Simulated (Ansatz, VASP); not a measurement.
# B: VASP beside Ansatz

```
B
1.0
     0.00000    4.43686    4.43686
     4.43686    0.00000    4.43686
     4.43686    4.43686    0.00000
B
8
Direct
  0.80625 0.06458 0.06458
  0.18542 0.18542 0.18542
  0.18542 0.18542 0.44375
  0.18542 0.44375 0.18542
  0.06458 0.80625 0.06458
  0.06458 0.06458 0.06458
  0.06458 0.06458 0.80625
  0.44375 0.18542 0.18542
```

Alike in both runs: task relaxation of cell and atoms; functional PBE; k mesh 4 × 4 × 4; occupations gaussian, width 0.1 eV; no spin polarisation.

|  | VASP | Ansatz |
| --- | --- | --- |
| version | VASP 6.6.1 | Ansatz 0.2.0 |
| potentials or method | VASP PAW PBE potentials, release 64 (B) | scalar-relativistic, plane waves, PAW |
| plane-wave cutoff (eV) | 600 | 420 |
| valence electrons in the cell | 24 | 24 |

Ansatz gave:

| Property | Result |
| --- | --- |
| gap on the k mesh at the Fermi level, each at its own relaxed structure (eV) | none |
| relaxed volume (Å³/atom) | 19.70 |
| relaxed cell length with the largest relative difference (Å) | 6.063 |
| energy change over the relaxation (meV/atom) | -234 |

Question: Which values does VASP return?

Answer: gap on the k mesh at the Fermi level, each at its own relaxed structure (eV): none; relaxed volume (Å³/atom): 19.70; relaxed cell length with the largest relative difference (Å): 6.063; energy change over the relaxation (meV/atom): -237.

A gap of «none» marks a metal or a gap that the smearing closes.
